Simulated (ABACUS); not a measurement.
Set up this calculation in ABACUS 3.10.1, as the native input.

* Task: single point
* Functional: LDA-PW92
* Potentials or basis: PseudoDojo NC SR 0.4.1 LDA stringent
* Cutoff: 1401 eV
* Density cutoff: 5606 eV
* Basis: plane waves
* k mesh: 6 × 6 × 6
* Occupations: fermi-dirac, width 0.05 eV
* Spin: no spin polarisation
* Radial cutoff of the potentials (pseudo_rcut): 10 bohr
* SCF threshold on the density: 1e-08
* Max SCF steps: 100
* Eigensolver: dav
* Mixing: broyden
* Mixing share: 0.7
* Symmetry key: 1
* Bands: 34

The system is TePb.

```
CELL_PARAMETERS angstrom
-3.23100 0.00000 3.23100
0.00000 3.23100 3.23100
-3.23100 3.23100 0.00000
ATOMIC_POSITIONS crystal
Pb 0.00000 0.00000 0.00000
Te 0.50000 0.50000 0.50000
```

These files were run (other wordings do the same):

INPUT

```
INPUT_PARAMETERS
suffix              TePb
calculation         scf
basis_type          pw
pseudo_dir          ./
latname             fcc
symmetry            1
dft_functional      LDA_X+LDA_C_PW
ecutwfc             103
pseudo_rcut         10
nspin               1
nbands              34
ks_solver           dav
smearing_method     fd
smearing_sigma      0.00367493
scf_thr             1e-08
scf_nmax            100
mixing_type         broyden
mixing_beta         0.7
cal_force           1
cal_stress          1
out_chg             1
kpar                4
```

STRU

```
ATOMIC_SPECIES
Pb 207.2000 Pb.upf
Te 127.6000 Te.upf

LATTICE_CONSTANT
12.2114102173

ATOMIC_POSITIONS
Direct

Pb
0.0
1
0.0000000000 0.0000000000 0.0000000000 1 1 1

Te
0.0
1
0.5000000000 0.5000000000 0.5000000000 1 1 1
```

KPT

```
K_POINTS
0
Gamma
6 6 6 0 0 0
```

Potentials or basis: PseudoDojo NC SR 0.4.1 LDA stringent, plane waves.

Run with:

```sh
$ OMP_NUM_THREADS=1 mpirun -np 4 abacus > log
```

Results of the run:

| Item | Value |
| --- | --- |
| Pressure | -1.6 GPa |
| Band gap on the k mesh | 0.65 eV, direct |

Caveat: spin-orbit coupling is left out, which as a rule narrows the gap of such compounds by several tenths of an eV.

Run time: 18 s on 4 MPI ranks on Intel(R) Xeon(R) Platinum 8488C (Sapphire Rapids), on a shared host, peak memory 0.72 GiB a rank.
